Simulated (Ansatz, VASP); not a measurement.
## PbO in VASP and in Ansatz

```xyz
2
Lattice="3.2109 0.0000 0.0000 0.0000 3.2109 0.0000 0.0000 0.0000 3.2109" Properties=species:S:1:pos:R:3 pbc="T T T"
Pb    0.0000    0.0000    0.0000
O     1.6054    1.6054    1.6054
```

Alike in both runs: task single point; functional r2SCAN; k mesh 6 × 6 × 6; occupations fermi-dirac, width 0.02 eV; no spin polarisation.

```csv
,VASP,Ansatz
version,VASP 6.6.1,Ansatz 0.2.0
potentials or method,"VASP PAW PBE potentials, release 64 (Pb_d, O)","plane waves, PAW"
plane-wave cutoff (eV),520,500
valence electrons in the cell,20,20
```

Ansatz gave:

| Item | Value |
| --- | --- |
| pressure (GPa) | -3.0 |

What did VASP give for the same quantities?

Pressure (GPa): -2.8.

Caveats: the PAW data sets were made with another functional, which shifts forces and pressure a little (VASP).
